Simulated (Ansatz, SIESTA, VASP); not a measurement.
**Te2Mo: programs and potentials compared**

```xyz
6
Lattice="3.5182 0.0000 0.0000 -1.7591 3.0469 0.0000 0.0000 0.0000 13.9736" Properties=species:S:1:pos:R:3 pbc="T T T"
Te    1.7591    1.0156    5.2960
Te    0.0000    2.0312   12.2828
Te    1.7591    1.0156    1.6908
Te    0.0000    2.0312    8.6776
Mo    1.7591    1.0156   10.4802
Mo    0.0000    2.0312    3.4934
```

Alike in all runs: task band structure; functional RPBE; k mesh 9 × 9 × 2; occupations fermi-dirac, width 0.05 eV; no spin polarisation; no spin-orbit coupling. Pressure is positive in compression and, in plane waves, holds the error of the finite cutoff, which Ansatz's Pulay term estimates and takes out. Gaps are the smaller of the mesh's and the band path's.

```tsv
program and potentials	plane-wave cutoff (eV)	notes	band gap (eV)	pressure (GPa)	largest force (eV/Å)
Ansatz, Ansatz PAW	420	potentials made for PBE, which Ansatz adapts in part; 15.33 valence electrons an atom on average; Pulay term of +0.03 GPa included	0.74	4.89	0.259
VASP, PBE PAW files Mo_sv, Te, 520 eV	520	potentials made for PBE; 8.67 valence electrons an atom on average	?	?	?
SIESTA, files PseudoDojo sr-pbe-0.4.1-standard, DZP (energy shift 0.003 Ry; two zetas on semicore shells)	-	atomic basis; potentials made for PBE; 15.33 valence electrons an atom on average	0.75	8.00	0.759
```

Question: Estimate from the other rows what the run with VASP, PBE PAW files Mo_sv, Te, 520 eV gave.

Answer: Band gap 0.73 eV; pressure 4.81 GPa; largest force 0.265 eV/Å. The other rows, which needn't bracket it: band gap 0.74 to 0.75; pressure 4.89 to 8.00; largest force 0.259 to 0.759.
